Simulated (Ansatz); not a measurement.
# TiO2 (P1) in Ansatz: band structure with PBEsol

Aim: the band structure of TiO2 with PBEsol.

Program: Ansatz 0.2.0. These are calculated values, not measurements. Logs are shortened: lines on timing, memory, paths and dates and some standing lists are left out, and cuts for length are marked.

## 1. The structure

The typed cell holds 9 atoms: a = 2.968 Å, b = 4.708 Å, c = 7.241 Å, α = 88.08°, β = 78.18°, γ = 90.00°.

The cell comes from a database or a generator and needn't be the stable form of this composition.

## 2. Band structure, PBEsol

Input file input.yaml:

```yaml
crystal:
  lattice:
    - [2.9682645463, 0.0, 0.0]
    - [0.0002080834, 4.7076067549, 0.0]
    - [1.4835696211, 0.242353462, 7.0834647979]
  atoms:
    - { symbol: Ti, position: [0.00337187, 0.00038881, 0.00070319] }
    - { symbol: Ti, position: [0.34464021, 0.48025965, 0.31695987] }
    - { symbol: Ti, position: [0.66170814, 0.52047436, 0.68449636] }
    - { symbol: O, position: [0.44003816, 0.18543769, 0.1285388] }
    - { symbol: O, position: [0.77792634, 0.29772875, 0.45187807] }
    - { symbol: O, position: [0.10123624, 0.30895342, 0.80624322] }
    - { symbol: O, position: [0.90649721, 0.69183699, 0.19517157] }
    - { symbol: O, position: [0.22940715, 0.70300728, 0.54951473] }
    - { symbol: O, position: [0.56802567, 0.81530006, 0.87282718] }
hamiltonian:
  xc: pbesol
  pseudopotentials: { kind: paw }
kpoints:
  mp_grid: { grid: [9, 6, 4] }
  band_path:
    path:
      - [[0.0, 0.0, 0.5], [0.0, 0.0, 0.0], [0.0, 0.5, 0.0]]
      - [[0.0, 0.5, 0.5], [0.0, 0.0, 0.0], [-0.5, -0.5, -0.5]]
      - [[-0.5, -0.5, 0.0], [0.0, 0.0, 0.0], [-0.5, 0.0, -0.5]]
      - [[-0.5, 0.0, 0.0], [0.0, 0.0, 0.0]]
    npoints: 10
scf:
  occupations: { method: fermi_dirac, width: 0.05 }
  n_extra_bands: 22
output:
  forces: true
  stress: true
  eigenvalues: true
  fatbands: false
  write_density: true
  write_potential: true
  elf: true
  volumetric_format: npy
```

Potentials or basis: Ansatz PAW.

Command:

```console
> ansatz run input.yaml --threads 4 --pin off --max-ram 11264MiB --backend cpu --events-out ev --progress --plain --runs-dir out
```

What it wrote:

```text
Warning: RAYON_NUM_THREADS=4 ignored (pool sized by the plan → 4); use --threads N
scf.n_extra_bands = 22 over 36 filled bands (N_el = 72.0): the run solves 58 bands
Engine: ansatz 0.2.0, aarch64-unknown-linux-gnu
Pseudopotentials: kind: paw
Pseudopotential: Ti, paw, valence charge 12, recommended cutoff 420 eV (normal), Ti.paw.azcp
Pseudopotential: O, paw, valence charge 6, recommended cutoff 420 eV (normal), O.paw.azcp
Functional definition: PBEsol
  exchange = pbesol_x
  correlation = pbesol_c
Crystal: 9 atoms, lattice volume = 98.980 Å³
Basis set: ecut = 420 eV, 1911 PW (Γ), exchange–correlation on 40×64×100 points (8 copies of the dense FFT grid, shifted against one another)
Bands: 58, of which v1, the nominal top of the filled ones, is band 36 counted from 1 (35 counted from 0)
Symmetry: 1 space group operations
Space group: P1 (ITA 1), of the structure as read, at distance tolerance 4.6e-5 Å
k-points: 110 of 216 (time reversal used)
Non-local potential: Ti, projectors of the file, l = 0: 3, l = 1: 2, l = 2: 3, l = 3: 1
Non-local potential: O, projectors of the file, l = 0: 2, l = 1: 2, l = 2: 1
PAW form: soft (Blöchl's): semilocal exchange-correlation on the pseudo side does not see the compensation charge
PAW frozen core: Ti, regenerated for the run's functional, and the local potential with it (the file was generated under x = pbe(κ = 0.804, μ = 0.2195149727645171), c = pbe(β = 0.06672455060314922))
PAW frozen core: O, regenerated for the run's functional, and the local potential with it (the file was generated under x = pbe(κ = 0.804, μ = 0.2195149727645171), c = pbe(β = 0.06672455060314922))
PAW one-centre angular grid: Ti, 590 points (default); XC on 64 Gauss nodes
PAW one-centre angular grid: O, 110 points (default); XC on 64 Gauss nodes
Initial density: superposition of atomic densities (neutral atoms: chi_scale 0, normalization atom), corrected by the library's trained network
Initial wavefunctions: pseudopotential atomic-orbital guess
Functional: x = pbesol(κ = 0.804, μ = 0.12345679012345678), c = pbesol(β = 0.046)
SCF iter   1: F=—  HF=-10799.217963 eV  |F-HF|=—  |Δ(HF+E_count)|=         —  Δρ=1.85e-2  dr2=2.93e-1  ethr=1.77e-3  ⟨swp⟩=5.9  Hψ=25666  notcnv=0  defer=492
preconditioner: auto → Resta (q_TF=auto, 2.587 Å⁻¹)  ε∞=4.9  [insulator: Δε(μ)=2.059 eV  Ē_g=13.177 eV  σ=0.050 eV  W_gap=1.00  n_scr=30 (ndim 8)  ℏωp=25.9 eV  f_vac=0.074  D(μ)=0.00/eV (n_scr^D=0)  ε∞_Penn≈4.9]
SCF iter   2: F=—  HF=-10799.176236 eV  |F-HF|=—  |Δ(HF+E_count)|=   4.17e-2  Δρ=1.05e-2  dr2=1.02e-1  ethr=4.07e-4  ⟨swp⟩=2.4  Hψ=10041  notcnv=0  defer=1425
SCF iter   3: F=—  HF=-10799.158331 eV  |F-HF|=—  |Δ(HF+E_count)|=   1.79e-2  Δρ=2.60e-3  dr2=4.94e-3  ethr=1.42e-4  ⟨swp⟩=2.0  Hψ=7904  notcnv=0  defer=1425
SCF iter   4: F=—  HF=-10799.157560 eV  |F-HF|=—  |Δ(HF+E_count)|=   7.71e-4  Δρ=6.44e-4  dr2=3.07e-4  ethr=6.85e-6  ⟨swp⟩=2.0  Hψ=9910  notcnv=0  defer=1425
SCF iter   5: F=—  HF=-10799.157668 eV  |F-HF|=—  |Δ(HF+E_count)|=   1.08e-4  Δρ=5.41e-4  dr2=3.30e-4  ethr=4.27e-7  ⟨swp⟩=2.0  Hψ=8692  notcnv=0  defer=1425
SCF iter   6: F=—  HF=-10799.157617 eV  |F-HF|=—  |Δ(HF+E_count)|=   5.18e-5  Δρ=1.11e-4  dr2=1.17e-5  ethr=4.27e-7  ⟨swp⟩=2.0  Hψ=6882  notcnv=0  defer=1425
SCF iter   7: F=—  HF=-10799.157613 eV  |F-HF|=—  |Δ(HF+E_count)|=   3.68e-6  Δρ=4.62e-5  dr2=2.15e-6  ethr=1.62e-8  ⟨swp⟩=2.0  Hψ=8887  notcnv=0  defer=1425
SCF iter   8: F=—  HF=-10799.157613 eV  |F-HF|=—  |Δ(HF+E_count)|=   2.75e-7  Δρ=2.38e-5  dr2=5.42e-7  ethr=2.99e-9  ⟨swp⟩=2.0  Hψ=6939  notcnv=0  defer=1425
SCF iter   9: F=-10799.157613 eV  HF=-10799.157613 eV  |F-HF|=1.16e-9  |Δ(HF+E_count)|=   3.62e-8  Δρ=4.31e-6  dr2=1.77e-8  ethr=1.39e-10  ⟨swp⟩=13.8  Hψ=43533  notcnv=0
SCF 1 converged in 9 iterations: F = -10799.157613 eV  dr2 = 1.77e-8
NSCF: frozen V_eff on 74 k-points
SCF converged after 9 iterations
Free energy (F): -10799.157613 eV
Harris-Foulkes:  -10799.157613 eV  (|F-HF|=1.16e-9)
Internal energy: -10799.157613 eV  (E = F + TS)
E sigma→0 (E₀):  -10799.157613 eV
Fermi energy:    8.940306 eV
--- Per-component energies (eV) ---
  E_band       = -655.629325
  E_kinetic    = 1863.807298
  E_local      = -5204.416267  (includes V_loc(G=0)·N_el)
  E_nonlocal   = 300.319197
  E_hartree    = 2012.695156
  E_xc         = -729.940567
  E_vxc        = -929.080113  (∫ρ·V_xc dr)
  E_paw        = -3972.619495  (= ΣΔE_a)
  E_vpaw       = -711.665713  (= ΣTr[D̂ρ^β])
  E_aug_tail   = 0.015277  (compensation charges beyond the density's cutoff)
  E_ewald      = -5069.648093
  E_core_change = 0.629880  (= ΣΔE_core)
  E_smearing   = -0.000000  (= −TS)
  E_closure    = 0.000000  (closes the sum)
  Σ components = -10799.157613   (vs F -10799.157613, Δ=0.00e0)
--- Forces (eV/Å), atoms counted from 1 ---
  atom   1  Ti    -0.00063274    -0.00180835     0.00210278
  atom   2  Ti     0.00276164     0.00979573     0.17650855
  atom   3  Ti     0.00075179    -0.00638798    -0.18013627
  atom   4  O     -0.00092649    -0.04842260    -0.02550340
  atom   5  O      0.00794478     0.18077175    -0.04099938
  atom   6  O     -0.00224789     0.00511478    -0.02544543
  atom   7  O      0.00049215    -0.00669398     0.02497603
  atom   8  O     -0.00384160    -0.18179290     0.04221008
  atom   9  O     -0.00430165     0.04942384     0.02628584
  max |Σ_I F_I| component: 1.19e-6 eV/Å
--- Stress (GPa, compression-positive) ---
       -4.092503      -0.017249       0.007369
       -0.017249      -1.633623      -0.210918
        0.007369      -0.210918      -2.823710
  P = ⅓ Tr σ = -2.8499 GPa (-28.499 kbar)
--- Band table (eV; the first three rows and the last of 110) ---
  k-point 0: bands = ["-48.5784", "-48.4392", "-48.4042", "-24.9882", "-24.9848", "-24.9183", "-24.8041", "-24.7868", "-24.7483", "-24.6739", "-24.6554", "-24.6003", "-9.9916", "-9.0094", "-8.9139", "-8.4116", "-8.3752", "-8.0383", "2.7968", "3.0343", "3.3559", "3.4925", "4.1148", "4.2490", "4.5496", "4.5948", "4.6456", "5.1974", "5.7600", "6.1735", "6.2199", "6.9058", "7.3824", "7.4696", "7.5581", "7.7746", "10.0712", "10.4762", "10.6035", "10.7460", "10.9501", "10.9947", "11.2194", "11.5388", "12.4411", "13.0653", "13.8222", "14.3874", "14.4424", "14.6741", "15.4273", "15.5078", "18.4595", "18.8551", "19.4504", "21.8182", "22.0727", "22.9962"]
  k-point 1: bands = ["-48.5784", "-48.4393", "-48.4041", "-25.0128", "-24.9659", "-24.9022", "-24.8042", "-24.8014", "-24.7374", "-24.6808", "-24.6549", "-24.6007", "-9.8966", "-9.2717", "-8.8689", "-8.3783", "-8.2469", "-8.0710", "2.6184", "3.0524", "3.2394", "3.7555", "4.1234", "4.1881", "4.2403", "4.5723", "5.0580", "5.4230", "5.8430", "6.1389", "6.4013", "6.8929", "7.1902", "7.2100", "7.3440", "7.8343", "10.1551", "10.5757", "10.6103", "10.6460", "10.8642", "10.9078", "11.1969", "11.7594", "12.4257", "12.9405", "14.1106", "14.3234", "14.5313", "14.6316", "15.2974", "15.8225", "17.7000", "19.3037", "19.6910", "21.2372", "21.8379", "23.1516"]
  k-point 2: bands = ["-48.5784", "-48.4394", "-48.4041", "-25.0240", "-24.9590", "-24.8861", "-24.8131", "-24.8044", "-24.7299", "-24.6883", "-24.6544", "-24.6010", "-9.6626", "-9.6001", "-8.8719", "-8.3219", "-8.1435", "-8.1269", "2.4533", "3.0678", "3.3816", "3.7156", "3.9664", "4.1326", "4.2319", "4.5501", "5.4463", "5.8514", "6.0623", "6.1392", "6.1943", "6.6515", "6.9364", "6.9886", "7.5443", "7.6777", "10.2047", "10.4696", "10.6376", "10.7822", "10.8111", "10.9810", "10.9995", "11.9656", "12.3592", "12.8789", "14.3567", "14.4199", "14.4583", "14.6554", "15.0799", "16.5437", "16.8025", "19.5056", "20.2724", "20.4266", "21.6594", "23.4866"]
  k-point 109: bands = ["-48.5394", "-48.3858", "-48.3796", "-25.2390", "-25.1056", "-25.0993", "-24.8685", "-24.8593", "-24.7614", "-24.7315", "-24.6971", "-24.6960", "-8.9538", "-8.8676", "-8.6155", "-8.4898", "-8.3538", "-8.2267", "3.1121", "3.2837", "3.6702", "3.7750", "4.0209", "4.2468", "4.3431", "4.6965", "4.9416", "5.5096", "5.7166", "5.8628", "6.0297", "6.1502", "6.3842", "6.4862", "6.7694", "7.0524", "10.3687", "10.4784", "10.9641", "11.1520", "11.2660", "11.3698", "11.4978", "11.7921", "11.9012", "13.2217", "13.2857", "13.8898", "14.1514", "14.8313", "14.9102", "19.4198", "19.6916", "20.6314", "21.4902", "22.0175", "22.4463", "23.2157"]
```

Run time: 24 s. Hardware: 4 threads of Arm Neoverse V2, shared host; peak memory 0.78 GiB.

Results:

- Free energy: -10799.1576 eV
- Pressure: -2.8 GPa
- Largest force: 0.187 eV/Å
- Band gap on the k mesh: 2.24 eV, indirect (least direct gap 2.30 eV)
- Band gap along the path: 2.23 eV, indirect (least direct gap 2.28 eV)

Forces on the atoms (eV/Å):
```
Ti  -0.001 -0.002  0.002
Ti   0.003  0.010  0.177
Ti   0.001 -0.006 -0.180
O   -0.001 -0.048 -0.026
O    0.008  0.181 -0.041
O   -0.002  0.005 -0.025
O    0.000 -0.007  0.025
O   -0.004 -0.182  0.042
O   -0.004  0.049  0.026
```

Levels at the corners of the path, in eV from the valence-band top:
| point | band 33 | band 34 | band 35 | band 36 | band 37 | band 38 | band 39 | band 40 |
| --- | --- | --- | --- | --- | --- | --- | --- | --- |
| X | -0.90 | -0.85 | -0.29 | -0.16 | 2.37 | 2.63 | 2.80 | 2.94 |
| Γ | -0.45 | -0.37 | -0.28 | -0.06 | 2.23 | 2.64 | 2.77 | 2.91 |
| Y | -1.14 | -0.93 | -0.87 | -0.77 | 2.31 | 2.68 | 2.76 | 2.97 |
| L | -0.94 | -0.74 | -0.71 | -0.27 | 2.30 | 2.55 | 2.65 | 2.87 |
| Γ | -0.45 | -0.37 | -0.28 | -0.06 | 2.23 | 2.64 | 2.77 | 2.91 |
| Z | -1.31 | -0.77 | -0.68 | -0.58 | 2.39 | 2.53 | 2.97 | 3.37 |
| N | -1.31 | -0.76 | -0.68 | -0.58 | 2.39 | 2.53 | 2.97 | 3.37 |
| Γ | -0.45 | -0.37 | -0.28 | -0.06 | 2.23 | 2.64 | 2.77 | 2.91 |
| M | -1.59 | -1.31 | -1.18 | -1.05 | 2.52 | 2.60 | 3.21 | 3.34 |
| R | -1.59 | -1.31 | -1.17 | -1.06 | 2.52 | 2.59 | 3.21 | 3.34 |
| Γ | -0.45 | -0.37 | -0.28 | -0.06 | 2.23 | 2.64 | 2.77 | 2.91 |

Caveat: the pressure holds a Pulay correction of +0.8 GPa for the finite cutoff; the PAW data sets come from PBE, with cores solved anew for the run's functional, which leaves a small shift of forces and pressure. Expect the measured gap to be larger: semilocal functionals such as PBEsol lack the derivative discontinuity.
